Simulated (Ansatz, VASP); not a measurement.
# Cross-check of MgAu between VASP and Ansatz

Wanted: the spread between two codes on one cell, functional and k mesh. The cell is taken from a series of runs on this material, whose earlier steps may have relaxed, scaled, displaced or heated it; both programs get it as it stands.

Main program and level: Ansatz 0.2.0; plane waves, with VASP 6.6.1 beside it; relaxation of cell and atoms at r2SCAN and relaxation of cell and atoms at r2SCAN with rVV10.

## 1. The starting structure

It takes space group Pm-3m (No. 221, cubic). The conventional cell has a = 3.259 Å, b = 3.259 Å, c = 3.259 Å, α = 90.00°, β = 90.00°, γ = 90.00°. Mg has 8 Au at 2.82 Å nearest. Nearest to Au lie 8 Mg at 2.82 Å. Farther neighbours are not listed.

Structure file:

```
Mg Au
1.0
     3.25900    0.00000    0.00000
     0.00000    3.25900    0.00000
     0.00000    0.00000    3.25900
Mg Au
1 1
Direct
  0.50000 0.50000 0.50000
  0.00000 0.00000 0.00000
```

## 2. VASP: relaxation of cell and atoms, r2SCAN

The relaxed volume is the usual yardstick between codes: in a stiff, nearly cubic crystal its relative difference is about their pressure difference at one cell divided by the bulk modulus.

Lines of VASP's logs that name or quote its potential files are left out, and so is its time.

File INCAR:

```
SYSTEM = MgAu
PREC = Accurate
ENCUT = 660
EDIFF = 1E-07
NELM = 120
ISMEAR = 0
SIGMA = 0.1
LREAL = .FALSE.
ALGO = Normal
METAGGA = R2SCAN
LASPH = .TRUE.
NBANDS = 12
LORBIT = 11
LWAVE = .FALSE.
LCHARG = .FALSE.
ISIF = 3
IBRION = 2
NSW = 80
EDIFFG = -0.005
GGA_COMPAT = .FALSE.
NELMIN = 4
LMIXTAU = .TRUE.
KPAR = 2
```

File POSCAR:

```
MgAu
1.0
    3.2590000000      0.0000000000      0.0000000000
    0.0000000000      3.2590000000      0.0000000000
    0.0000000000      0.0000000000      3.2590000000
Mg Au
1 1
Direct
    0.5000000000      0.5000000000      0.5000000000
    0.0000000000      0.0000000000      0.0000000000
```

File KPOINTS:

```
Automatic mesh
0
Gamma
12 12 12
0 0 0
```

The projector-augmented-wave data sets are Mg and Au (PBE family, release 64).

The run is started by

```console
> mpirun -np 2 vasp_std
```

Numbers of over 12 decimals in the logs are rounded to 6 here.

Log:

```text
[banner, memory and clock lines left out]
running    2 mpi-ranks, on    1 nodes
 distrk:  each k-point on    1 cores,    2 groups
 distr:  one band on    1 cores,    1 groups

 POSCAR found type information on POSCAR MgAu
 POSCAR found :  2 types and       2 ions
|                                                                             |
|               ----> ADVICE to this user running VASP <----                  |
|                                                                             |
|     You enforced a specific xc type in the INCAR file but a different       |
|     [... a line on the potential file left out ...]
|     I HOPE YOU KNOW WHAT YOU ARE DOING!                                     |
|                                                                             |

 LDA part: xc-table for (None), standard interpolation
 POSCAR, INCAR and KPOINTS ok, starting setup
 FFT: planning ... GRIDC
 FFT: planning ... GRID_SOFT
 FFT: planning ... GRID
 WAVECAR not read
 entering main loop
       N       E                     dE             d eps       ncg     rms          rms(c)
DAV:   1     0.109200241046E+02    0.10920E+02   -0.69464E+03  2024   0.115E+03
DAV:   2    -0.590350894968E+02   -0.69955E+02   -0.65274E+02  2220   0.207E+02
DAV:   3    -0.603871247236E+02   -0.13520E+01   -0.13479E+01  2448   0.281E+01
DAV:   4    -0.603937863785E+02   -0.66617E-02   -0.66610E-02  2220   0.228E+00
DAV:   5    -0.603938658468E+02   -0.79468E-04   -0.79468E-04  2452   0.262E-01    0.598E+00
DAV:   6    -0.559375636480E+02    0.44563E+01   -0.54195E+00  2176   0.223E+01    0.409E+00
DAV:   7    -0.559552893215E+02   -0.17726E-01   -0.29214E-01  2144   0.491E+00    0.192E+00
DAV:   8    -0.559592590205E+02   -0.39697E-02   -0.11457E-01  2056   0.249E+00    0.484E-01
DAV:   9    -0.559922196381E+02   -0.32961E-01   -0.34035E-02  2056   0.143E+00    0.119E-01
DAV:  10    -0.559930638920E+02   -0.84425E-03   -0.44807E-03  2148   0.642E-01    0.479E-02
DAV:  11    -0.559928892558E+02    0.17464E-03   -0.11444E-03  2156   0.323E-01    0.315E-02
DAV:  12    -0.559934533670E+02   -0.56411E-03   -0.44442E-04  2104   0.195E-01    0.732E-03
DAV:  13    -0.559934980789E+02   -0.44712E-04   -0.44904E-05  2180   0.520E-02    0.401E-03
DAV:  14    -0.559935004235E+02   -0.23446E-05   -0.16618E-06  2328   0.128E-02    0.202E-03
DAV:  15    -0.559935015581E+02   -0.11346E-05   -0.29170E-07  2132   0.528E-03    0.624E-04
DAV:  16    -0.559935016968E+02   -0.13874E-06   -0.14518E-07  2052   0.414E-03    0.259E-04
DAV:  17    -0.559935016782E+02    0.18625E-07   -0.12466E-08  1096   0.102E-03
   1 F= -.55993502E+02 E0= -.55992022E+02  d E =-.559935E+02
 curvature:   0.00 expect dE= 0.000E+00 dE for cont linesearch  0.000E+00
 trial: gam= 0.00000 g(F)=  0.000E+00 g(S)=  0.151E-02 ort = 0.000E+00 (trialstep = 0.100E+01)
 search vector abs. value=  0.151E-02
 bond charge predicted
       N       E                     dE             d eps       ncg     rms          rms(c)
DAV:   1    -0.560109420546E+02   -0.17440E-01   -0.27359E-01  2112   0.518E+00    0.876E-01
DAV:   2    -0.559935638810E+02    0.17378E-01   -0.68892E-02  2116   0.236E+00    0.260E-01
DAV:   3    -0.559938813392E+02   -0.31746E-03   -0.63932E-04  2128   0.230E-01    0.189E-01
DAV:   4    -0.559928767557E+02    0.10046E-02   -0.10944E-03  2124   0.237E-01    0.256E-02
DAV:   5    -0.559937773774E+02   -0.90062E-03   -0.72979E-04  2064   0.217E-01    0.105E-02
DAV:   6    -0.559938768034E+02   -0.99426E-04   -0.68557E-05  2064   0.643E-02    0.381E-03
DAV:   7    -0.559938780925E+02   -0.12892E-05   -0.69469E-07  2280   0.619E-03    0.308E-03
DAV:   8    -0.559938784891E+02   -0.39657E-06   -0.13881E-07  2072   0.372E-03    0.125E-03
DAV:   9    -0.559938794955E+02   -0.10064E-05   -0.53918E-07  2072   0.686E-03    0.153E-04
DAV:  10    -0.559938794270E+02    0.68508E-07   -0.97909E-09  1052   0.956E-04
   2 F= -.55993879E+02 E0= -.55992319E+02  d E =-.377749E-03
 trial-energy change:   -0.000378  1 .order   -0.000411   -0.001508    0.000685
 step:   0.6672(harm=  0.6877)  dis= 0.00000  next Energy=   -55.993995 (dE=-0.493E-03)
 bond charge predicted
       N       E                     dE             d eps       ncg     rms          rms(c)
DAV:   1    -0.559958881400E+02   -0.20086E-02   -0.30302E-02  2116   0.172E+00    0.285E-01
DAV:   2    -0.559939506611E+02    0.19375E-02   -0.79496E-03  2120   0.796E-01    0.818E-02
DAV:   3    -0.559939922905E+02   -0.41629E-04   -0.69534E-05  2120   0.755E-02    0.584E-02
DAV:   4    -0.559938902098E+02    0.10208E-03   -0.12060E-04  2124   0.782E-02    0.817E-03
DAV:   5    -0.559939819471E+02   -0.91737E-04   -0.87413E-05  2072   0.746E-02    0.383E-03
DAV:   6    -0.559939966887E+02   -0.14742E-04   -0.92762E-06  2060   0.236E-02    0.118E-03
DAV:   7    -0.559939967579E+02   -0.69217E-07   -0.10892E-07  1980   0.266E-03
   3 F= -.55993997E+02 E0= -.55992462E+02  d E =-.495080E-03
 curvature:  -0.34 expect dE=-0.444E-07 dE for cont linesearch -0.444E-07
 trial: gam=-0.00918 g(F)=  0.108E-67 g(S)=  0.130E-06 ort = 0.140E-04 (trialstep = 0.933E+00)
 search vector abs. value=  0.111E-09
 reached required accuracy - stopping structural energy minimisation
```

Parts of OUTCAR (step 2):

```text
ion  position               nearest neighbor table
   1  0.500  0.500  0.500-   2 2.82   2 2.82   2 2.82   2 2.82   2 2.82   2 2.82   2 2.82   2 2.82

  LATTYP: Found a simple cubic cell.
 ALAT       =     3.2590000000

 Subroutine GETGRP returns: Found 48 space group operations
 (whereof 48 operations were pure point group operations)

The static configuration has the point symmetry O_h .

 Found     84 irreducible k-points:

   k-points           NKPTS =     84   k-points in BZ     NKDIM =     84   number of bands    NBANDS=     12

   dimension x,y,z NGX =    28 NGY =   28 NGZ =   28
   dimension x,y,z NGXF=    56 NGYF=   56 NGZF=   56

   ENCUT  =  660.0 eV  48.51 Ry    6.96 a.u.   6.83  6.83  6.83*2*pi/ulx,y,z

   NELECT =      13.0000    total number of electrons

 k-points in reciprocal lattice and weights: Automatic mesh
   0.00000000  0.00000000  0.00000000       0.001
   0.08333333  0.00000000  0.00000000       0.003
   0.16666667  0.00000000  0.00000000       0.003
   0.25000000  0.00000000  0.00000000       0.003
   0.33333333  0.00000000  0.00000000       0.003
   0.41666667  0.00000000  0.00000000       0.003
   0.50000000  0.00000000  0.00000000       0.002
   0.08333333  0.08333333  0.00000000       0.007
   0.16666667  0.08333333  0.00000000       0.014
[...]
0.50000000  0.50000000  0.41666667       0.003
   0.50000000  0.50000000  0.50000000       0.001

 average (electrostatic) potential at core
       1 -38.2352       2 -72.8953

 E-fermi :   6.6769

 k-point     1 :       0.0000    0.0000    0.0000
  band No.  band energies     occupation
    ...
      2       0.6233      2.00000
      3       0.6233      2.00000
      4       2.4484      2.00000
      5       2.4484      2.00000
      6       2.4484      2.00000
      7      12.4706      0.00000
      8      12.4706      0.00000
      9      12.4706      0.00000
     10      16.0862      0.00000
     11      16.0862      0.00000
    ...

 k-point     2 :       0.0833    0.0000    0.0000
  band No.  band energies     occupation
    ...
      2       0.6424      2.00000
      3       0.6778      2.00000
      4       2.3939      2.00000
      5       2.3939      2.00000
      6       2.4544      2.00000
      7      11.4768      0.00000
      8      12.6291      0.00000
      9      12.6291      0.00000
     10      15.9877      0.00000
     11      16.6388      0.00000
    ...

 k-point     3 :       0.1667    0.0000    0.0000
  band No.  band energies     occupation
    ...
      2       0.6954      2.00000
      3       0.8376      2.00000
      4       2.2500      2.00000
      5       2.2500      2.00000
      6       2.4708      2.00000
      7       9.6887      0.00000
      8      13.0793      0.00000
      9      13.0793      0.00000
     10      15.7199      0.00000
     11      17.1124      0.00000
    ...

  Total        0.0013380      0.0013380      0.0013380      0.0000000      0.0000000     -0.0000000
  in kB        0.0615016      0.0615016      0.0615016      0.0000000      0.0000000     -0.0000000
  external PRESSURE =       0.0615016 kB  Pullay stress =       0.0000000 kB

  energy-cutoff  :      660.00
  volume of cell :       34.86
      direct lattice vectors                 reciprocal lattice vectors
     3.266570536  0.000000000  0.000000000     0.306131458  0.000000000  0.000000000
    -0.000000000  3.266570536  0.000000000    -0.000000000  0.306131458  0.000000000
    -0.000000000 -0.000000000  3.266570536    -0.000000000 -0.000000000  0.306131458

 POSITION                                       TOTAL-FORCE (eV/Angst)
 -----------------------------------------------------------------------------------
      1.63329      1.63329      1.63329         0.000000     -0.000000      0.000000
      0.00000      0.00000      0.00000        -0.000000      0.000000      0.000000
 -----------------------------------------------------------------------------------
    total drift:                               -0.000000     -0.000000     -0.000000

  FREE ENERGIE OF THE ION-ELECTRON SYSTEM (eV)
  ---------------------------------------------------
  free  energy   TOTEN  =       -55.9939967579 eV

  energy  without entropy=      -55.9909274497  energy(sigma->0) =      -55.99246210

 reached required accuracy - stopping structural energy minimisation

 total charge
# of ion       s       p       d       tot
------------------------------------------
    1        0.166   0.150   0.029   0.345
    2        0.705   0.358   8.691   9.754
--------------------------------------------------
tot          0.871   0.508   8.720  10.099

[... 3 further parts left out ...]
```

CONTCAR:

```
MgAu
   1.00000000000000
     3.2665705355610797    0.0000000000000000    0.0000000000000000
    -0.0000000000000000    3.2665705355610797    0.0000000000000000
    -0.0000000000000000   -0.0000000000000000    3.2665705355610797
  Mg              Au
     1     1
Direct
     0.5000000000000000    0.5000000000000000    0.5000000000000000
     0.0000000000000000    0.0000000000000000    0.0000000000000000
```

This run has no spin polarisation. Its electron count is odd, so without a moment it is a metal by construction. The run keeps the 48 symmetry operations of its start, so it cannot find a distortion of lower symmetry.

## 3. Ansatz: relaxation of cell and atoms, r2SCAN

Ansatz runs on its default PAW (the set named soft_2) files.

The same cell, functional, mesh and smearing now go to Ansatz, which takes its cutoff from its data sets.

File input.yaml:

```yaml
crystal:
  lattice:
    - [3.259, 0.0, 0.0]
    - [0.0, 3.259, 0.0]
    - [0.0, 0.0, 3.259]
  atoms:
    - { symbol: Mg, position: [0.5, 0.5, 0.5] }
    - { symbol: Au, position: [0.0, 0.0, 0.0] }
kpoints:
  mp_grid: { grid: [12, 12, 12] }
hamiltonian:
  xc: r2scan
scf:
  occupations: { method: gaussian, width: 0.1 }
output:
  forces: true
  stress: true
  eigenvalues: true
relax:
  adjacent_minimum: "off"
  f_tol: 0.005
  max_steps: 60
  cell: { stress_tol: 0.03 }
```

The run is started by

```console
> ansatz run input.yaml --threads 4 --pin off --max-ram 8192MiB --backend cpu --events-out ev --progress --plain --runs-dir out
```

Log:

```text
Engine: ansatz 0.2.0, aarch64-unknown-linux-gnu
Pseudopotentials: kind: paw
Pseudopotential: Mg, paw, valence charge 10, recommended cutoff 500 eV (meta_gga), Mg.paw.azcp
Pseudopotential: Au, paw, valence charge 19, recommended cutoff 500 eV (meta_gga), Au.paw.azcp
Functional definition: r2SCAN
  parameter k0 = 0.174
  parameter k1 = 0.065
  parameter a1 = 4.9479
  exchange = r2scan_x(k0 = k0, k1 = k1, a1 = a1)
  correlation = r2scan_c
Crystal: 2 atoms, lattice volume = 34.614 Å³
Basis set: ecut = 500 eV, 895 PW (Γ), exchange–correlation on 96×96×96 points (64 copies of the dense FFT grid, shifted against one another)
Bands: 19, of which v1, the nominal top of the filled ones, is band 15 counted from 1 (14 counted from 0)
Symmetry: 48 space group operations
Space group: Pm-3m (ITA 221), of the structure as read, at distance tolerance 3.3e-5 Å
k-points: 84 of 1728
Non-local potential: Mg, projectors of the file, l = 0: 3, l = 1: 2, l = 2: 1
Non-local potential: Au, projectors of the file, l = 0: 3, l = 1: 2, l = 2: 2, l = 3: 1
PAW form: soft (Blöchl's): semilocal exchange-correlation on the pseudo side does not see the compensation charge
PAW frozen core: Mg, regenerated for the run's functional (the file was generated under x = pbe(κ = 0.804, μ = 0.219515), c = pbe(β = 0.066725))
PAW frozen core: Au, regenerated for the run's functional (the file was generated under x = pbe(κ = 0.804, μ = 0.219515), c = pbe(β = 0.066725))
PAW one-centre angular grid: Mg, 302 points (default); XC on 224 Gauss nodes
PAW one-centre angular grid: Au, 590 points (default); XC on 160 Gauss nodes
Initial density: superposition of atomic densities (neutral atoms: chi_scale 0, normalization atom), corrected by the library's trained network
Initial wavefunctions: pseudopotential atomic-orbital guess
Functional: x = r2scan, c = r2scan; τ floored in thin density (d = 2e-4 eV/Å³)
SCF iter   1: F=—  HF=-15091.117375 eV  |F-HF|=—  |Δ(HF+E_count)|=         —  Δρ=1.08e-2  dr2=4.59e-2  dr2_τ=1.25e-2  ethr=1.77e-3  ⟨swp⟩=4.9  Hψ=6825  notcnv=0
preconditioner: auto → none  [metal: Δε(μ)=0.075 eV  Ē_g=11.740 eV  σ=0.100 eV  W_gap=0.40  n_scr=6 (ndim 8)  ℏωp=22.8 eV  f_vac=0.000  D(μ)=0.62/eV (n_scr^D=0)  sad-step TF]
SCF iter   2: F=—  HF=-15091.134507 eV  |F-HF|=—  |Δ(HF+E_count)|=   1.71e-2  Δρ=4.54e-3  dr2=1.04e-2  dr2_τ=8.06e-4  ethr=1.58e-4  ⟨swp⟩=2.9  Hψ=3658  notcnv=0  defer=37
SCF iter   3: F=—  HF=-15091.133522 eV  |F-HF|=—  |Δ(HF+E_count)|=   9.84e-4  Δρ=1.51e-3  dr2=6.10e-4  dr2_τ=1.29e-4  ethr=3.59e-5  ⟨swp⟩=2.0  Hψ=2113  notcnv=0  defer=37
SCF iter   4: F=—  HF=-15091.133614 eV  |F-HF|=—  |Δ(HF+E_count)|=   9.16e-5  Δρ=3.65e-4  dr2=9.03e-5  dr2_τ=1.20e-5  ethr=2.11e-6  ⟨swp⟩=2.0  Hψ=2776  notcnv=0  defer=37
SCF iter   5: F=—  HF=-15091.133610 eV  |F-HF|=—  |Δ(HF+E_count)|=   3.82e-6  Δρ=9.92e-5  dr2=3.05e-6  dr2_τ=2.33e-7  ethr=3.11e-7  ⟨swp⟩=2.0  Hψ=2082  notcnv=0  defer=37
SCF iter   6: F=—  HF=-15091.133613 eV  |F-HF|=—  |Δ(HF+E_count)|=   2.92e-6  Δρ=1.56e-5  dr2=1.24e-7  dr2_τ=7.14e-9  ethr=1.05e-8  ⟨swp⟩=2.4  Hψ=2415  notcnv=0  defer=37
SCF iter   7: F=-15091.133613 eV  HF=-15091.133613 eV  |F-HF|=1.39e-9  |Δ(HF+E_count)|=   4.31e-8  Δρ=2.12e-6  dr2=1.80e-9  dr2_τ=5.26e-11  ethr=3.45e-10  ⟨swp⟩=6.7  Hψ=6618  notcnv=0
SCF 1 converged in 7 iterations: F = -15091.133613 eV  dr2 = 1.80e-9
  greatest PAW one-centre occupation: 1.003 electrons in one spin orbital (limit 2), on the Au atom at site 1 (counted from 0), in its partial waves of l = 0
relax step   1: F+E_penalty+E_count = -15091.13361315 eV  Δ(F+E_penalty+E_count) = +0.000e0 eV  max|allowed force component| = 2.235e-30 eV/Å  Δτ_max = 0.0000 Å  P = +1.056 GPa  Ω = 34.614 Å³  (7 SCF iters, dr2 threshold 1.00e-7 eV, accepted)
[...]
relax step   2: F+E_penalty+E_count = -15091.13405322 eV  Δ(F+E_penalty+E_count) = -4.401e-4 eV  max|allowed force component| = 1.604e-29 eV/Å  Δτ_max = 0.0000 Å  P = -0.710 GPa  Ω = 35.285 Å³  energy of the carried Pulay correction = -2.140e-4 eV  (6 SCF iters, dr2 threshold 2.00e-7 eV, accepted)
[...]
relax step   3: F+E_penalty+E_count = -15091.13476306 eV  Δ(F+E_penalty+E_count) = -7.098e-4 eV  max|allowed force component| = 1.236e-29 eV/Å  Δτ_max = 0.0000 Å  P = -0.016 GPa  Ω = 35.012 Å³  energy of the carried Pulay correction = -1.274e-4 eV  (5 SCF iters, dr2 threshold 2.00e-7 eV, accepted)
[...]
relax step   4: F+E_penalty+E_count = -15091.13488984 eV  Δ(F+E_penalty+E_count) = -1.268e-4 eV  max|allowed force component| = 1.841e-29 eV/Å  Δτ_max = 0.0000 Å  P = -0.015 GPa  Ω = 35.012 Å³  stress off target by 1.50e-2 GPa  SCF on the basis re-selected at this cell (its energy is not comparable with the rows above)  (8 SCF iters)
basis re-selected at this cell: Δ(F+E_penalty+E_count) = -1.268e-4 eV, ΔP = +0.001 GPa vs the last step (what re-selecting the basis moved, of the pressure what is left beyond the Pulay correction that the steps carried, after the strain that the cell walked since its last selection, with what the two solves' SCF thresholds leave and, on support functions, any second-order correction that the steps lacked; it is no m [...]
SCF converged after 8 iterations
Free energy (F): -15091.134890 eV
Harris-Foulkes:  -15091.134890 eV  (|F-HF|=7.28e-12)
Internal energy: -15091.131792 eV  (E = F + TS)
E sigma→0 (E₀):  -15091.133341 eV
Entropy (-TS):   -0.003098 eV (-1.549 meV/atom)
Fermi energy:    14.034487 eV
--- Per-component energies (eV) ---
  E_band       = -647.406848
  E_kinetic    = 681.518737
  E_local      = -3482.479900  (includes V_loc(G=0)·N_el)
  E_nonlocal   = 168.524785
  E_hartree    = 1363.490322
  E_xc         = -246.607415
  E_vxc        = -349.529078  (∫ρ·V_xc dr)
  E_paw        = -10026.069614  (= ΣΔE_a)
  E_vpaw       = -417.004242  (= ΣTr[D̂ρ^β])
  E_aug_tail   = 0.000703  (compensation charges beyond the density's cutoff)
  E_vtau       = 24.581486  (kinetic-family band-sum trace: ∫τ·v_τ [+ j·A + Jᵃ·Aᵃ] dr)
  E_ewald      = -3549.306878
  E_core_change = -0.202532  (= ΣΔE_core)
  E_smearing   = -0.003098  (= −TS)
  E_closure    = -0.000000  (closes the sum)
  Σ components = -15091.134890   (vs F -15091.134890, Δ=0.00e0)
--- Forces (eV/Å), atoms counted from 1 ---
  atom   1  Mg    -0.00000000     0.00000000     0.00000000
  atom   2  Au    -0.00000000    -0.00000000    -0.00000000
  max |Σ_I F_I| component: 3.05e-29 eV/Å
--- Stress (GPa, compression-positive) ---
       -0.015030       0.000000       0.000000
        0.000000      -0.015030      -0.000000
        0.000000      -0.000000      -0.015030
  P = ⅓ Tr σ = -0.0150 GPa (-0.150 kbar)
--- Band table (eV; the first three rows and the last of 84) ---
  k-point 0: bands = [... 11 lower, 9.8055, 9.8055, 9.8055, 19.8124, 19.8124, 19.8124, 23.3924, 23.3924]
  k-point 1: bands = [... 11 lower, 9.7514, 9.7514, 9.8114, 18.8208, 19.9702, 19.9702, 23.2936, 23.9466]
  k-point 2: bands = [... 11 lower, 9.6087, 9.6087, 9.8277, 17.0379, 20.4185, 20.4185, 23.0249, 24.4275]
  k-point 83: bands = [... 11 lower, 10.5985, 10.5985, 16.1140, 16.1140, 16.1140, 16.7488, 19.6992, 20.4783]
--- Relaxed structure (3 steps of the walk, 3 accepted, 1 SCFs on fresh bases) ---
  F+E_penalty+E_count = -15091.13488984 eV   max|allowed force component| = 1.841e-29 eV/Å   (the final SCF, on the basis selected at the relaxed cell)
  cell:  # Å, volume = 35.0122 Å³
    - [3.271447, 0, 0]
    - [0, 3.271447, 0]
    - [0.0, 0, 3.271447]
  atoms:
    - { symbol: Mg, position: [0.500000, 0.500000, 0.500000] }
    - { symbol: Au, position: [0, 0, 0] }
```

Reading the cycles: dr2 is the Hartree energy of the density residual (eV), the measure of convergence; HF is the Harris–Foulkes estimate of the energy, which meets the free energy F at convergence.

## 4. Comparison

Known differences besides the potentials themselves: VASP keeps PBE cores, Ansatz makes them for the functional; the data sets hold 29 valence electrons in Ansatz (on its default PAW (the set named soft_2) files) and 13 in VASP; the cutoff is 500 eV in Ansatz and 660 eV in VASP; Ansatz adds a Pulay correction to the stress that steers its cell, VASP none. Total energies have different zeros and are not compared.

Compared:

| quantity | Ansatz | VASP | difference |
| --- | --- | --- | --- |
| volume (Å³) | 35.01 | 34.86 | +0.45 % |
| edge a after relaxation, in the typed setting (Å) | 3.271 | 3.267 | +0.15 % |

(Continued in part 2 of 2.)

[Lines on the potential files, build, host, timing and source positions are cut from VASP's logs without a mark.]

[Logs are printed without paths, hosts, clocks, repeated set-up lines and the standing remarks that a program may print on its own settings, such as how far it seeks lower states.]

[Hosts, paths, dates, database ids (printed as entryN), source tags and the programs' standing remarks are cut or masked in the printed files.]
